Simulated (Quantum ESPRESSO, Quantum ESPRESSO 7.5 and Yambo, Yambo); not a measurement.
# CdS (Hawleyite): G0W0 on several meshes in Yambo

Wanted: mesh dependence and cost of G0W0 for CdS (Hawleyite).

Calculated with Quantum ESPRESSO 7.5 and Yambo 5.3.0; PBE and many-body steps on it, plane waves.

**1. Set-up**

Symmetry: F-43m, No. 216, cubic system. The conventional cell has a = 5.833 Å, b = 5.833 Å, c = 5.833 Å, α = 90.00°, β = 90.00°, γ = 90.00°. Cd has 4 S at 2.53 Å nearest. S has 4 Cd at 2.53 Å nearest. Farther neighbours and most contacts between anions are not listed.

The cell and positions come from the Crystallography Open Database and are kept as given unless a step says otherwise.

**2. Empty states on the mesh, 4×4×4 mesh, 331 bands**

This step: Quantum ESPRESSO 7.5; DFT, PBE, plane waves, norm-conserving pseudopotentials.

The sums over transitions need many empty states on a uniform mesh; this step solves for them.

Input file pw.in:

```
&control
  calculation = 'nscf'
  prefix = 'x'
  outdir = 'o'
  pseudo_dir = 'pseudo'
/
&system
  ibrav = 0
  nat = 2
  ntyp = 2
  ecutwfc = 94.0
  nbnd = 331
  force_symmorphic = .true.
/
&electrons
  conv_thr = 1e-9
  electron_maxstep = 80
  diago_full_acc = .true.
  diago_thr_init = 5e-6
/
ATOMIC_SPECIES
  Cd 112.41 Cd.upf
  S 32.06 S.upf
CELL_PARAMETERS angstrom
  -0.0000000000 2.9165000000 2.9165000000
  2.9165000000 -0.0000000000 2.9165000000
  2.9165000000 2.9165000000 -0.0000000000
ATOMIC_POSITIONS crystal
  Cd 0.0000000000 0.0000000000 0.0000000000
  S 0.2500000000 0.2500000000 0.2500000000
K_POINTS automatic
  4 4 4 0 0 0
```

The run is started by

```bash
$ OMP_NUM_THREADS=1 mpirun -n 4 pw.x -nk 4 -in pw.in > pw.out
```

Output:

```text
Program PWSCF v.7.5 starts

     This program is part of the open-source Quantum ESPRESSO suite
     for quantum simulation of materials; please cite
         "P. Giannozzi et al., J. Phys.:Condens. Matter 21 395502 (2009);
         "P. Giannozzi et al., J. Phys.:Condens. Matter 29 465901 (2017);
         "P. Giannozzi et al., J. Chem. Phys. 152 154105 (2020);
     in publications or presentations arising from this work. More details at

     Atomic positions and unit cell read from directory:
     o/x.save/

     Message from routine setup:
[...]
k =-0.3536-0.3536 0.3536 (  5168 PWs)   bands (ev):

[...]
65.8940  67.6525  67.7258  67.7258  68.1298  68.1298  69.2984  69.8215
     [... 30 further rows ...]
   193.6924 194.2373 194.2373 194.4902 194.4902 194.9943 195.1998 195.1998
   196.1201 196.1201 196.9251

          k = 0.3536 0.0000 0.0000 (  5105 PWs)   bands (ev):

     [... further k-points ...]

     highest occupied, lowest unoccupied level (ev):     6.9821    8.1268

     XML data file, pseudopotentials, collected wavefunctions

=------------------------------------------------------------------------------=
   JOB DONE.
=------------------------------------------------------------------------------=
```

It took 50 s on 4 MPI ranks of Arm Neoverse V1, shared host; peak memory 0.81 GiB.

This step gave:

| Quantity | Value |
| --- | --- |
| gap | 1.145 eV |
| k of the valence top | 0, 0, 0 |
| k of the conduction bottom | 0, 0, 0 |
| least direct gap | 1.145 eV |
| k points computed | 8 |
| lowest point of the top converged band, above the valence top | 189.0455 eV |

On this mesh the gap is 1.145 eV.

The density comes from a self-consistent run that is not shown.

**3. Conversion and set-up**

This step: Yambo 5.3.0; conversion and set-up on PBE, plane waves, norm-conserving pseudopotentials.

The states are converted to the many-body program's format and the q mesh is built.

The run is started by

```bash
$ (cd o/x.save; p2y > p2y.log; mv SAVE ../..); yambo > setup.log
```

Output:

```text
 Yambo, version 5.3.0

 [02] CORE Variables Setup
 =========================

  [02.01] Unit cells
  ==================

  Cell kind             :  FCC
  Atoms in the cell     :  Cd  S
  number of Cd atoms    :  1
  number of S  atoms    :  1

  List of atomic masses
  Mass of Cd    :  112.4100
  Mass of S     :  32.06000

  List of atomic coordinates    : [cc]
  Cd1       :  0.000000  0.000000  0.000000  order 1
  S1       :  2.755693  2.755693  2.755693  order 2

  Alat factors          :  5.511386  5.511386  5.511386 [a.u.]
  Direct lattice volume :  334.8209 [a.u.]
[...]
==========================================

 IBZ Q-points                                      :   8
 BZ  Q-points                                      :   64

 K/Q-points units:
 rlu = crystal or reduced units; cc = cartesian coordinates; iku = interal k-units

 Q [1]          [rlu]:  0.000000  0.000000  0.000000
 Q [2]          [rlu]: -0.40681E-17 -0.40681E-17  0.25000
 Q [3]          [rlu]:  0.81362E-17  0.81362E-17 -0.50000
[...]
Q [7]          [rlu]:  0.12428E-16 -0.50000     -0.50000
 Q [8]          [rlu]:  0.250000 -0.500000 -0.250000

  [03.01] X indexes
  =================

   [03.01.01] Sigma indexes
   ========================

 [06] Game Over & Game summary
```

It took 3 s on 1 MPI rank; peak memory 0.25 GiB.

**4. 4×4×4**

Now the one-shot GW correction: screening in the RPA, then the self-energy of the levels asked for.

This step: G0W0 on PBE, plane waves, norm-conserving pseudopotentials.

Input file gw2.in:

```
HF_and_locXC
gw0
dyson
ppa
em1d
rim_cut
RandQpts= 1000000
RandGvec= 1 RL
EXXRLvcs= 94 Ry
VXCRLvcs= 376 Ry
Chimod= "HARTREE"
% BndsRnXp
 1 | 142 |
%
NGsBlkXp= 10.5 Ry
% LongDrXp
 1 | 1 | 1 |
%
% GbndRnge
 1 | 142 |
%
DysSolver= "n"
ExtendOut
PPAPntXp= 27.21138 eV
% QPkrange
 1 | 1 | 12 | 15 |
%
```

The run is started by

```bash
$ OMP_NUM_THREADS=1 mpirun -n 4 yambo -F gw2.in -J gw2 -C gw2 > gw2.log
```

Output:

```text
 Yambo, version 5.3.0

 [02] CORE Variables Setup
 =========================

  [... cell, symmetries and grids as in the set-up ...]

  [02.05] Energies & Occupations
  ==============================

  [X] === General ===
  [X] Electronic Temperature                        :  0.000000  0.000000 [eV K]
  [X] Bosonic    Temperature                        :  0.000000  0.000000 [eV K]
  [X] Finite Temperature mode                       : no
  [X] El. density                                   :  0.52403E+24 [cm-3]
  [X] Fermi Level                                   :  6.982057 [eV]

  [X] === Gaps and Widths ===
  [X] Conduction Band Min                           :  1.144724 [eV]
  [X] Valence Band Max                              :  0.000000 [eV]
  [X] Filled Bands                                  :  13
  [X] Empty Bands                                   :    14   331
  [X] Direct Gap                                    :  1.144724 [eV]
  [X] Direct Gap localized at k                     :  1
  [X] Indirect Gap                                  :  1.144724 [eV]
  [X] Indirect Gap between kpts                     :  1  1
  [X] Last valence band width                       :  2.183510 [eV]
  [X] 1st conduction band width                     :  4.279643 [eV]

 [03] Transferred momenta grid and indexing
 ==========================================

 IBZ Q-points                                      :   8
 BZ  Q-points                                      :   64

 K/Q-points units:
 rlu = crystal or reduced units; cc = cartesian coordinates; iku = interal k-units

 Q [1]          [rlu]:  0.000000  0.000000  0.000000
 Q [2]          [rlu]: -0.40681E-17 -0.40681E-17  0.25000
 Q [3]          [rlu]:  0.81362E-17  0.81362E-17 -0.50000
 Q [4]          [rlu]: -0.62139E-17  0.25000      0.25000
 Q [5]          [rlu]: -0.38278E-17  0.25000      0.50000
 Q [6]          [rlu]:  0.81362E-17  0.25000     -0.25000
 Q [7]          [rlu]:  0.12428E-16 -0.50000     -0.50000
 Q [8]          [rlu]:  0.250000 -0.500000 -0.250000

 [04] Coloumb potential Random Integration (RIM)
 ===============================================

  [04.01] RIM initialization
  ==========================

  * Diagonal components only detected *

  8 x (sBL volume)        :  0.092606 [a.u.]
  sBZ random points       :  1000000
  Points outside the sBZ  :   7987327
  RL volume               :  0.740845 [a.u.]
  Integrated volume       :  0.742020 [a.u.]

  [04.02] RIM integrals
  =====================

  Gamma point sphere radius             :  0.082066 [a.u.]
  Points outside the sphere             :   799513
  [Int_sBZ(q=0) 1/q^2]*(Vol_sBZ)^(-1/3) =:  7.764325
                                 should be <:  7.795600

  Summary of Coulomb integrals for non-metallic bands |Q|[au] RIM/Bare

  Q [1] 0.100000E-4 0.995988 * Q [2] 0.246825 1.065884
  Q [4] 0.285009 1.064810 * Q [6] 0.403064 1.027704
  Q [5] 0.472634 1.020409 * Q [3] 0.493651 1.018308
  Q [7] 0.570019 1.014905 * Q [8] 0.637300 1.011860

 [WARNING] [Xp] User bands 1-142 break level degeneracy

 [05] Dipoles
 ============

  [05.01] Setup: observables and procedures
  =========================================

 [06] Dynamic Dielectric Matrix (PPA)
 ====================================

 [WR./gw2//ndb.pp]---------------------------------------------------------------
  Brillouin Zone Q/K grids (IBZ/BZ)                :    8   64    8   64
  RL vectors                                       :   6183 [WF]
  Coulomb cutoff potential                         : none
  Electronic Temperature                           :  0.000000 [K]
  Bosonic    Temperature                           :  0.000000 [K]
  PPA    diel. fun.  energies                      : Perdew, Burke & Ernzerhof(X)+Perdew, Burke & Ernzerhof(C)
  wavefunctions                                    : Perdew, Burke & Ernzerhof(X)+Perdew, Burke & Ernzerhof(C)
  Global Gauge                                     : length
  X matrix size                                    :  181
  X band range                                     :    1  142
  X e/h energy range                               : -1.000000 -1.000000 [eV]
  X Time ordering                                  : R
  X Hxc Kernel                                     : HARTREE
  X Drude frequency                                :  0.000000  0.000000
  X poles                                          :  100.0000 [o/o]
  RL vectors in the sum                            :   6183
  [r,Vnl] included                                 : yes
  Field direction                                  :  0.577350E-5  0.577350E-5  0.577350E-5
  BZ energy Double Grid                            : no
  BZ energy DbGd points                            : 0
  BZ Q point size factor                           : -1.000000
  X Optical Averaged directions                    : none

 [07] Local Exchange-Correlation + Non-Local Fock
 ================================================

 [VXC] Plane waves :   41151
 [EXS] Plane waves :   5161

 QP @ state[ 1 ] K range:  1  1
 QP @ state[ 1 ] b range:  12  15

 [xc] Functional : Perdew, Burke & Ernzerhof(X)+Perdew, Burke & Ernzerhof(C)
 [xc] LIBXC used to calculate xc functional
  PP Number of Atomic Species                      :  2
  NLCC RL compoments                               :   41151
  PP Number of Atomic Species                      :  2
  NLCC RL compoments                               :   41151

 [xc] E_xc :  -17.59455 [Ha]
      E_xc :  -35.18910 [Ry]

  Local XC kind (lXC) : Perdew, Burke & Ernzerhof(X)+Perdew, Burke & Ernzerhof(C)
  Non-Local XC kind (nlXC) : Hartree-Fock

  Corrections @ K [1] :  [eV]
 <12|nlXC|12> = -18.34334 -0.77818E-18 <12|lXC|12> = -15.38909 -0.14161E-15
 <13|nlXC|13> = -18.34339 -0.10121E-17 <13|lXC|13> = -15.38909  0.000000
 <14|nlXC|14> = -6.737015 -0.35482E-17 <14|lXC|14> = -10.63635  0.000000
 <15|nlXC|15> = -5.838126  0.28639E-17 <15|lXC|15> = -10.64223  0.000000

 [08] Dyson equation: Newton solver
 ==================================

  [08.01] G0W0 (W PPA)
  ====================

  [  GW  ] Bands range     :    1  142
  [GW/PPA] G damping       :  0.100000 [eV]

  QP @ state[ 1 ] K range:  1  1
  QP @ state[ 1 ] b range:  12  15

   Sc/G bands                                       :    1  142
   Sc/G damping                                     :  0.100000 ev
   Sc bands terminator                              : no
   Sx RL components                                 :   5161

   QP @ state[ 1 ] K range                          :  1  1
   QP @ state[ 1 ] b range                          :  12  15
   GF energies kind                                 : Perdew, Burke & Ernzerhof(X)+Perdew, Burke & Ernzerhof(C)
   GF WF`s kind                                     : Perdew, Burke & Ernzerhof(X)+Perdew, Burke & Ernzerhof(C)
   Xs energies kind                                 : Perdew, Burke & Ernzerhof(X)+Perdew, Burke & Ernzerhof(C)
   Xs WF`s kind                                     : Perdew, Burke & Ernzerhof(X)+Perdew, Burke & Ernzerhof(C)

 [11] Game Over & Game summary
```

Elapsed: 76 s, on 4 MPI ranks; peak memory 1.8 GiB; 5 min of CPU time.

Numbers from this step:

| Item | Value |
| --- | --- |
| G0W0 gap on the points computed | 2.136 eV |
| starting gap on the mesh | 1.145 eV |
| k of the valence top | 0, 0, 0 |
| k of the conduction bottom | 0, 0, 0 |
| least direct G0W0 gap on the computed points | 2.136 eV |
| Z at the valence top | 0.7869 |
| Z at the conduction bottom | 0.8161 |

The gap on the mesh goes from 1.14 eV to 2.14 eV, a correction of +0.99 eV.

**5. Empty states on the mesh, 2×2×2 mesh, 142 bands**

This step: Quantum ESPRESSO 7.5; DFT, PBE, plane waves, norm-conserving pseudopotentials.

Edit pw.in of step 2 so:

```diff
@@ -11,3 +11,3 @@
   ecutwfc = 94.0
-  nbnd = 331
+  nbnd = 142
   force_symmorphic = .true.
@@ -31,2 +31,2 @@
 K_POINTS automatic
-  4 4 4 0 0 0
+  2 2 2 0 0 0
```

The run is started by

```bash
$ OMP_NUM_THREADS=1 mpirun -n 4 pw.x -nk 4 -in pw.in > pw.out
```

Output:

```text
[banner, memory and clock lines left out]
Program PWSCF v.7.5 starts

     Atomic positions and unit cell read from directory:
     o/x.save/

     Message from routine setup:
     using ibrav=0 with symmetry is DISCOURAGED, use correct ibrav instead

     Message from routine divide_et_impera:
     suboptimal parallelization: some nodes have no k-points

     G-vector sticks info

     bravais-lattice index     =            0
     lattice parameter (alat)  =       7.7943  a.u.
     unit-cell volume          =     334.8209 (a.u.)^3
     number of atoms/cell      =            2
[...]
k =-0.3536-0.3536 0.3536 (  5168 PWs)   bands (ev):

[...]
[... 6 further rows ...]
[...]
104.8355 106.0141 106.9755 106.9755 107.6327 108.0552

          k =-0.7071 0.0000 0.0000 (  5138 PWs)   bands (ev):

[...]
66.1944  68.2501  68.2501  68.4884  69.6523  70.4469  70.9098  71.5432
     [... 6 further rows ...]
   102.7238 103.3079 103.8031 104.0798 104.0798 105.5780 106.4794 106.7071
   106.7071 108.6871 110.3213 110.5530 111.2145 111.3125

     highest occupied, lowest unoccupied level (ev):     6.9821    8.1268

     XML data file, pseudopotentials, collected wavefunctions
```

The job ended after 8.2 s (4 MPI ranks; peak memory 0.4 GiB).

Numbers from this step:

| Quantity | Value |
| --- | --- |
| gap | 1.145 eV |
| k of the valence top | 0, 0, 0 |
| k of the conduction bottom | 0, 0, 0 |
| least direct gap | 1.145 eV |
| k points computed | 3 |
| lowest point of the top converged band, above the valence top | 98.3047 eV |

On this mesh the gap is 1.145 eV.

[end of part 1 of 2]

[Paths, hosts, dates, memory and timing lines, banners, echoed tables and standing remarks are left out of the program output.]

[Logs are printed without paths, hosts, clocks, repeated set-up lines and the standing remarks that a program may print on its own settings, such as how far it seeks lower states.]

[Runs of the session that timed out or met a known fault of the program may be left out.]

[Hosts, paths, dates, database ids (printed as entryN), source tags and the programs' standing remarks are cut or masked in the printed files.]
